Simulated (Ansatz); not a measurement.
A crystal relaxed with r2SCAN in the plane-wave code Ansatz has space group P6_3/mmc (No. 194) and a = 2.977 Å, c = 5.126 Å.

```json
{"atom": "Zn", "site": "2a", "x": "0.0000", "y": "0.0000", "z": "0.0000"}
{"atom": "Xx", "site": "2c", "x": "0.3333", "y": "0.6667", "z": "0.2500"}
```

r2SCAN gives a direct gap of 1.36 eV at Γ. HSE06 gives a direct gap of 2.50 eV at Γ. With PBE the gap is 0.75 eV and direct, at Γ. Meshes: r2SCAN 12×12×6, HSE06 6×6×4, PBE 12×12×6. r2SCAN's ε∞ is 4.8 along x and y, 5.0 along z.

Problem. Which element is Xx?
A. S
B. O
C. Te
D. Se

Solution. B. Xx is O: ZnO, NiAs type. Zn has 6 O at 2.14 Å; O has 6 Zn at 2.14 Å.

These are computed values for a spin-unpolarised cell that may be hypothetical; none is a measurement.

The meshes of the hybrids are coarse, so their gaps aren't converged to the digits shown.
